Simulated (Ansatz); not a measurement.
The system is KTaO3.

```
CELL_PARAMETERS angstrom
3.98830 0.00000 0.00000
0.00000 3.98830 0.00000
0.00000 0.00000 3.98830
ATOMIC_POSITIONS crystal
Ta 0.00000 0.00000 0.00000
K 0.50000 0.50000 0.50000
O 0.00000 0.00000 0.50000
O 0.00000 0.50000 0.00000
O 0.50000 0.00000 0.00000
```

Base run:

```yaml
Program: Ansatz 0.2.0
Functional: PBE
Potentials_or_basis: Ansatz PAW earlier set
Cutoff: 900 eV
Density_cutoff: 3600 eV
k_mesh: 7 × 7 × 7
Occupations: fermi-dirac, width 0.05 eV
Spin: no spin polarisation
```

Its results: band gap on the k mesh 2.29 eV, indirect (least direct gap 2.83 eV); pressure 5.5 GPa.

**Question.** The run is repeated on the same cell with these changes: potentials or basis from Ansatz PAW earlier set to PseudoDojo standard (PBE files); cutoff from 900 eV to 1143 eV; density cutoff from 3600 eV to 4572 eV; valence electrons from 54 to 40. What comes out?

**Answer.** Band gap on the k mesh 2.30 eV, indirect (least direct gap 2.87 eV); pressure 4.4 GPa.

Caveats: odd divisions of the mesh miss points on the zone boundary, where band edges often lie, so the gap on the mesh can be too wide; spin-orbit coupling is left out, which moves the levels of the heavy elements.

A k mesh can miss the band edges.
